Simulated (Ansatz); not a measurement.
CdSe, DFT, PBE, all-electron LAPW, scalar-relativistic (Ansatz 0.2.0), run on 1 thread of Intel(R) Xeon(R) Platinum 8488C (Sapphire Rapids) on a shared host.

The cell is the one relaxed in the Materials Project (mp-2691), not relaxed further here; entries there can be hypothetical. The listed cell was then made from it by scaling, straining or moving an atom.

Command: `ansatz run input.yaml --threads 1 --pin off --max-ram 3072MiB --backend cpu --events-out ev --progress --plain --runs-dir out`

```yaml
crystal:
  lattice:
    - [0.0, 3.0702711986, 3.1623793346]
    - [3.0702711986, 0.0, 3.1623793346]
    - [3.0702711986, 3.0702711986, 0.0]
  atoms:
    - { symbol: Cd, position: [0.0, 0.0, 0.0] }
    - { symbol: Se, position: [0.25, 0.25, 0.25] }
kpoints:
  mp_grid: { grid: [8, 8, 8] }
  band_path:
    path:
      - [0.0, 0.0, 0.0]
      - [0.5, 0.0, 0.5]
      - [0.75, 0.25, 0.5]
      - [0.5, 0.5, 0.5]
      - [0.0, 0.0, 0.0]
      - [0.5, 0.5, 0.0]
      - [0.6321755114, 0.6321755114, 0.2643510227]
      - [0.3678244886, 0.3678244886, 0.7356489773]
      - [0.0, 0.0, 0.0]
    npoints: 5
scf:
  occupations: { method: fermi_dirac, width: 0.03 }
hamiltonian:
  xc: pbe
  pseudopotentials: { kind: all_electron, lapw: { basis_error: 0.001 } }
output:
  forces: true
  stress: true
  eigenvalues: true
```

Q: How large is the problem that the program sets up?

A: 59 irreducible k-points, 553 plane waves at Γ, 27 bands.

Q: About how long does it take, and how much memory does it use?

A: 22 s of wall time for 7 SCF iterations, with a peak of 0.4 GiB. Times on shared machines scatter by tens of per cent.
